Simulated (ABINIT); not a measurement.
# Fe (Im-3m) in ABINIT: notebook, part 2 of 2

ABINIT 10.8.3 (patched build). Earlier steps stand in the parts before.

## (4) Single point, PBE, collinear spin, random start

run.abi

```
pp_dirpath "./"
pseudos "Fe.GGA_PBE-JTH.xml"

acell 3*1.0 Angstrom
rprim
    -1.4430000000     1.4430000000     1.4430000000
     1.4430000000    -1.4430000000     1.4430000000
     1.4430000000     1.4430000000    -1.4430000000
ntypat 1
znucl 26
natom 1
typat 1
xred
     0.0000000000     0.0000000000     0.0000000000

ecut 26.0
pawecutdg 48.0
pawxcdev 0

kptopt 1
ngkpt 10 10 10
nshiftk 1
shiftk 0.0 0.0 0.0

ixc 11

nband 13
occopt 3
tsmear 0.00183747

nsppol 2
spinat
     0.0000000000     0.0000000000    -3.4600000000

nstep 100
tolvrs 1.0e-9

iomode 3
prtwf 0
prtden 0
prteig 0
prtebands 0
```

Potentials or basis: JTH PAW PBE v2.0.

On the command line:

```console
> abinit run.abi > log 2>&1
```

run.abo:

```text
.Version 10.8.3 of ABINIT
 Symmetries : space group Im -3 m (#229); Bravais cI (body-center cubic)
================================================================================
 Values of the parameters that define the memory need of the present run
     intxc =       0    ionmov =       0      iscf =      17    lmnmax =      18
     lnmax =       6     mgfft =      24  mpssoang =       3    mqgrid =    3001
     natom =       1  nloc_mem =       2    nspden =       2   nspinor =       1
    nsppol =       2      nsym =      48    n1xccc =       1    ntypat =       1
    occopt =       3   xclevel =       2
       mpw =         525          nfft =       13824          nkpt =          47
 PAW method is used; the additional fine FFT grid is defined by:
   mgfftf=        30    nfftf =     27000
================================================================================
================================================================================

--------------------------------------------------------------------------------
------------- Echo of variables that govern the present computation ------------
--------------------------------------------------------------------------------
 -outvars: echo values of preprocessed input variables --------
            acell      1.8897261259E+00  1.8897261259E+00  1.8897261259E+00 Bohr
              amu      5.58470000E+01
             ecut      2.60000000E+01 Hartree
              ixc          11
         kptrlatt       10    0    0      0   10    0      0    0   10
          kptrlen      4.72308570E+01
            natom           1
            nband          13
            ngfft          24      24      24
          ngfftdg          30      30      30
             nkpt          47
           nspden           2
           nsppol           2
            nstep         100
             nsym          48
           ntypat           1
           occopt           3
        pawecutdg      4.80000000E+01 Hartree
         pawxcdev           0
           prtden           0
        prtebands           0
           prteig           0
            prtwf           0
            rprim     -1.4430000000E+00  1.4430000000E+00  1.4430000000E+00
                       1.4430000000E+00 -1.4430000000E+00  1.4430000000E+00
                       1.4430000000E+00  1.4430000000E+00 -1.4430000000E+00
          spgroup         229
           spinat      0.0000000000E+00  0.0000000000E+00 -3.4600000000E+00
           tolvrs      1.00000000E-09
           tsmear      1.83747000E-03 Hartree
            typat      1
           useylm           1
            znucl       26.00000

================================================================================

 chkinp: Checking input parameters for consistency.

================================================================================
== DATASET  1 ==================================================================

--- !DatasetInfo
iteration_state: {dtset: 1, }
dimensions: {natom: 1, nkpt: 47, mband: 13, nsppol: 2, nspinor: 1, nspden: 2, mpw: 525, }
cutoff_energies: {ecut:  26.0, pawecutdg:  48.0, }
electrons: {nelect:   1.60000000E+01, charge:   0.00000000E+00, occopt:   3.00000000E+00, tsmear:   1.83747000E-03, }
meta: {optdriver: 0, ionmov: 0, optcell: 0, iscf: 17, paral_kgb: 0, }
...

 Exchange-correlation functional for the present dataset will be:
  GGA: Perdew-Burke-Ernzerhof functional - ixc=11
[... 92 lines left out ...]
- [ -0.00000000E+00,  -0.00000000E+00,  -0.00000000E+00, ]
force_length_stats: {min:   0.00000000E+00, max:   0.00000000E+00, mean:   0.00000000E+00, }
...

 Integrated electronic and magnetization densities in atomic spheres:
 ------------------------------------------------------------------------------------------------------------
 Radius=ratsph(iatom), smearing ratsm=  0.0000. Diff(up-dn)=approximate z local magnetic moment.
    Atom    Radius    up_density   dn_density  Total(up+dn)  Diff(up-dn)
    1 Fe   2.11532     6.069003     8.308260     14.377263    -2.239258
 ------------------------------------------------------------------------------------------------------------
  Sum:                 6.069003     8.308260     14.377263    -2.239258
 Total magnetization (from the atomic spheres):               -2.239258
 Total magnetization (exact up - dn):                         -2.166100

================================================================================

 ----iterations are completed or convergence reached----

 Mean square residual over all n,k,spin=   34.401E-09; max=  26.447E-06
 reduced coordinates (array xred) for    1 atoms
       0.000000000000      0.000000000000      0.000000000000
 rms dE/dt=  0.0000E+00; max dE/dt=  0.0000E+00; dE/dt below (all hartree)
    1       0.000000000000      0.000000000000      0.000000000000

 cartesian coordinates (angstrom) at end:
    1      0.00000000000000     0.00000000000000     0.00000000000000

 cartesian forces (hartree/bohr) at end:
    1     -0.00000000000000    -0.00000000000000    -0.00000000000000
 frms,max,avg= 0.0000000E+00 0.0000000E+00   0.000E+00  0.000E+00  0.000E+00 h/b

 cartesian forces (eV/Angstrom) at end:
    1     -0.00000000000000    -0.00000000000000    -0.00000000000000
 frms,max,avg= 0.0000000E+00 0.0000000E+00   0.000E+00  0.000E+00  0.000E+00 e/A
 length scales=  1.889726125908  1.889726125908  1.889726125908 bohr
              =  1.000000000000  1.000000000000  1.000000000000 angstroms
 Fermi (or HOMO) energy (hartree) =   0.30814   Average Vxc (hartree)=  -0.45858
 Magnetization (Bohr magneton)=  2.16609012E+00
 Total spin up =  6.91695494E+00   Total spin down =  9.08304506E+00
 Eigenvalues (hartree) for nkpt=  47  k points, SPIN UP:
 kpt#   1, nband= 13, wtk=  0.00100, kpt=  0.0000  0.0000  0.0000 (reduced coord)
  -2.82895   -1.57508   -1.57508   -1.57508    0.01348    0.29903    0.29903    0.29903
   0.37137    0.37137    1.18545    1.18545    1.18545
      occupation numbers for kpt#   1
   1.00000    1.00000    1.00000    1.00000    1.00000    0.99302    0.99302    0.99302
   0.00000    0.00000    0.00000    0.00000    0.00000
 prteigrs : prtvol=0 or 1, do not print more k-points.

 Eigenvalues (hartree) for nkpt=  47  k points, SPIN DOWN:
 kpt#   1, nband= 13, wtk=  0.00100, kpt=  0.0000  0.0000  0.0000 (reduced coord)
  -2.92639   -1.67067   -1.67067   -1.67067    0.00995    0.22939    0.22939    0.22939
   0.26927    0.26927    1.19737    1.19737    1.19737
      occupation numbers for kpt#   1
   1.00000    1.00000    1.00000    1.00000    1.00000    1.00000    1.00000    1.00000
   1.00000    1.00000    0.00000    0.00000    0.00000
 prteigrs : prtvol=0 or 1, do not print more k-points.

--- !EnergyTerms
iteration_state     : {dtset: 1, }
comment             : Components of total free energy in Hartree
kinetic             :  1.21723253560816E+01
hartree             :  2.44127283365365E+01
xc                  : -3.40625455010122E+00
Ewald energy        : -8.54131406383100E+01
psp_core            :  6.13120123276693E+00
local_psp           : -6.70057957362497E+01
PAW spherical_terms : -1.13318951434969E+01
internal            : -1.24440831142773E+02
'-kT*entropy'       : -3.04631633707210E-04
total_energy        : -1.24441135774407E+02
total_energy_eV     : -3.38621581044594E+03
...

--- !EnergyTermsDC
iteration_state     : {dtset: 1, }
comment             : '"Double-counting" decomposition of free energy'
band_energy         : -1.36764956063405E+01
Ewald energy        : -8.54131406383100E+01
psp_core            :  6.13120123276693E+00
xc_dc               : -2.33835606961077E+01
PAW spherical_terms : -8.09882835242577E+00
internal            : -1.24440824060417E+02
'-kT*entropy'       : -3.04631633707210E-04
total_energy_dc     : -1.24441128692051E+02
total_energy_dc_eV  : -3.38621561772522E+03
...

--- !EnergyTermsWithPAWCore
iteration_state     : {dtset: 1, }
comment             : 'Components of total free energy, including PAW core contributions'
Total energy        : -1.27278419270836E+03
Total energy DC     : -1.27278418562600E+03
Total energy (eV)   : -3.46342222755662E+04
Total energy DC (eV): -3.46342220828455E+04
...

 Cartesian components of stress tensor (hartree/bohr^3)
  sigma(1 1)=  4.07475623E-04  sigma(3 2)=  0.00000000E+00
  sigma(2 2)=  4.07475623E-04  sigma(3 1)=  0.00000000E+00
  sigma(3 3)=  4.07475623E-04  sigma(2 1)=  0.00000000E+00

-Cartesian components of stress tensor (GPa)         [Pressure= -1.1988E+01 GPa]
- sigma(1 1)=  1.19883467E+01  sigma(3 2)=  0.00000000E+00
- sigma(2 2)=  1.19883467E+01  sigma(3 1)=  0.00000000E+00
- sigma(3 3)=  1.19883467E+01  sigma(2 1)=  0.00000000E+00

== END DATASET(S) ==============================================================
================================================================================

 -outvars: echo values of variables after computation  --------
            acell      1.8897261259E+00  1.8897261259E+00  1.8897261259E+00 Bohr
           etotal     -1.2444112869E+02
            fcart     -0.0000000000E+00 -0.0000000000E+00 -0.0000000000E+00
            rprim     -1.4430000000E+00  1.4430000000E+00  1.4430000000E+00
                       1.4430000000E+00 -1.4430000000E+00  1.4430000000E+00
                       1.4430000000E+00  1.4430000000E+00 -1.4430000000E+00
           strten      4.0747562338E-04  4.0747562338E-04  4.0747562338E-04
                       0.0000000000E+00  0.0000000000E+00  0.0000000000E+00
 Calculation completed.
```

Wall time 40 s (1 thread of Arm Neoverse N1, shared host); peak memory 0.11 GiB.

Results:

| Item | Value |
| --- | --- |
| Free energy | -3386.2156 eV |
| Pressure | -12.0 GPa |
| Band gap on the k mesh | none (metal or under the smearing width) |
| Net moment | -2.17 μB per cell |
| Site moments | Fe -2.24 μB |
| Valence electrons inside the program's atomic spheres | Fe 14.38 (radii [1.1194] Å) |

## (5) Overview

| spin | cell | k mesh | gap on the mesh (eV) | pressure (GPa) | moment (μB) |
| --- | --- | --- | --- | --- | --- |
| collinear, antiferromagnetic start | cell doubled along its third vector | 10 × 10 × 5 | none | -10.9 | 0.00 |
| collinear, ferrimagnetic start | cell doubled along its third vector | 10 × 10 × 5 | none | -10.9 | 0.00 |
| collinear, random start | as given | 10 × 10 × 10 | none | -12.0 | 2.17 |

Alike in all rows: task single point; level PBE; potentials or basis JTH PAW PBE v2.0; cutoff (eV) 707; smearing fermi-dirac 0.05 eV.

Total energies depend on the potentials used, so only differences within one code and one set of settings carry meaning.
